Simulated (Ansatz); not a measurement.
LiF in the h-MgO-type structure was relaxed with 5 functionals in Ansatz 0.2.0, cell and atoms free, the symmetry of the start kept (meshes: PBE 12×12×6, r2SCAN 12×12×6, PBEsol 12×12×6, LDA 12×12×6, HSE06 6×6×4). No spin polarisation and no zero-point or thermal motion; the cell was built from a prototype and may be hypothetical.

The PBEsol result:
```xyz
4
Lattice="3.2973 0.0000 0.0000 -1.6486 2.8555 0.0000 0.0000 0.0000 4.0167" Properties=species:S:1:pos:R:3 pbc="T T T"
Li    0.0000    1.9037    1.0042
Li    1.6486    0.9518    3.0125
F     1.6486    0.9518    1.0042
F     0.0000    1.9037    3.0125
```

It is hexagonal, P6_3/mmc (No. 194); a = 3.297 Å, c = 4.017 Å in the conventional setting, 9.45 Å³ an atom. Li is surrounded by 5 F at 1.90–2.01 Å; F is surrounded by 5 Li at 1.90–2.01 Å.

**Question.** How does the cell change with HSE06?

**Answer.** a = 3.290 Å, c = 4.032 Å; the volume differs by -0.1 % from PBEsol's. Li has 5 F at 1.90–2.02 Å; F has 5 Li at 1.90–2.02 Å.

**Question.** What lattice does PBE give?

**Answer.** a = 3.329 Å, c = 4.096 Å; the volume differs by +4.0 % from PBEsol's. Li has 5 F at 1.92–2.05 Å; F has 5 Li at 1.92–2.05 Å.

**Question.** Held at the r2SCAN cell, what mean stress do LDA and PBE find, and does its sign point to their own minimum?

**Answer.** Yes. LDA -3.75 GPa, and its relaxed volume is -5.8 % from r2SCAN's; PBE +3.35 GPa, and its relaxed volume is +5.5 % from r2SCAN's. Compression counts positive, so a positive stress asks for a larger cell.
